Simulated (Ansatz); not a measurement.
Runs of Ansatz 0.2.0 on Sb. It takes space group R-3m (No. 166, trigonal). Conventional cell: a = 4.308 Å, b = 4.308 Å, c = 11.274 Å, α = 90.00°, β = 90.00°, γ = 120.00°. Sb (site symmetry 3m) has 3 Sb at 2.91 Å as nearest neighbours. 

```tsv
task	level	cutoff (eV)	points for each segment of the path	gap on the mesh (eV)	pressure (GPa)	largest force (eV/Å)
single point	r2SCAN0	500	-	0.82	0.4	0.51
band structure	HSE06	420	4	(a)	0.8	0.32
band structure	BLYP	420	14	-	6.8	0.08
band structure	r2SCAN	500	14	0.23	1.8	0.21
band structure	RPBE	420	14	-	4.1	0.03
single point	PBE0	420	-	0.81	(b)	0.40
band structure	PBEsol	420	14	-	0.1	0.14
band structure	LDA	420	14	-	-1.2	0.23
```

Alike in all rows: potentials or basis Ansatz PAW; no spin polarisation; cell as given; k mesh 4 × 4 × 4; smearing fermi-dirac 0.05 eV; the mesh is coarse, so values aren't converged.

Question: Fill in the values left out.

Answer: (a) 0.29; (b) 0.7.

Caveats: all runs use coarse meshes; spin-orbit coupling is left out, which moves the levels of the heavy elements; the PAW data sets come from PBE, with cores solved anew for the run's functional, which leaves a small shift of forces and pressure; the thresholds are loose for stress (some runs); the k mesh misses the band edges, so the gap on the mesh is wider than the one along the path (some runs).

A k mesh can miss the band edges, and the runs leave out spin-orbit coupling on Sb.

Runs at the PBE level aren't shown here.
